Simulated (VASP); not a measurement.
Wanted: the native input for a VASP 6.6.1 run.

| Item | Value |
| --- | --- |
| Task | single point |
| Functional | PBE |
| Potentials or basis | VASP PAW PBE potentials, release 64 (Zr_sv, C) |
| Cutoff | 520 eV |
| k mesh | 16 × 16 × 16 |
| Occupations | gaussian, width 0.1 eV |
| Spin | no spin polarisation |
| Dipole correction | no |
| Further INCAR settings | ALGO = Normal; EDIFF = 1e-06; NBANDS = 15 |

The structure of ZrC lies in POSCAR:

```
ZrC
1.0
    0.0000000000      2.3543976079      2.3543976079
    2.3543976079      0.0000000000      2.3543976079
    2.3543976079      2.3543976079      0.0000000000
Zr C
1 1
Direct
    0.5000000000      0.5000000000      0.5000000000
    0.0000000000      0.0000000000      0.0000000000
```

These files were run (other wordings do the same):

INCAR

```
SYSTEM = ZrC
PREC     = Accurate       ! precision mode
ENCUT    = 520            ! plane-wave cutoff, eV
EDIFF    = 1E-6           ! SCF threshold, eV
ISMEAR   = 0              ! smearing method
SIGMA    = 0.1            ! smearing width, eV
LREAL    = .False.        ! projectors in reciprocal space
LASPH    = .True.         ! aspherical terms in the spheres
NELM     = 80             ! most SCF steps
ALGO     = Normal         ! electronic algorithm
ISIF     = 2              ! what is computed and relaxed
LWAVE    = .False.        ! write WAVECAR
LCHARG   = .True.         ! write CHGCAR
GGA      = PE             ! functional
LELF     = .True.         ! ELF
LVHAR    = .True.       
NBANDS   = 15             ! bands
```

KPOINTS

```
Automatic mesh
0
Gamma
  16 16 16
  0 0 0
```

Potentials or basis: VASP PAW PBE potentials, release 64 (Zr_sv, C).

Run with:

```bash
$ cat potpaw_PBE.64/Zr_sv/POTCAR potpaw_PBE.64/C/POTCAR > POTCAR
$ mpirun -np 1 vasp_std > vasp.out
```

It gave:

| Item | Value |
| --- | --- |
| Pressure | 0.2 GPa |
| Band gap on the k mesh | none (metal or under the smearing width) |

Run time: 82 s on 1 thread of Intel(R) Xeon(R) Platinum 8259CL CPU @ 2.50GHz (Skylake/Cascade Lake), with other jobs on the host, peak memory 0.2 GiB.
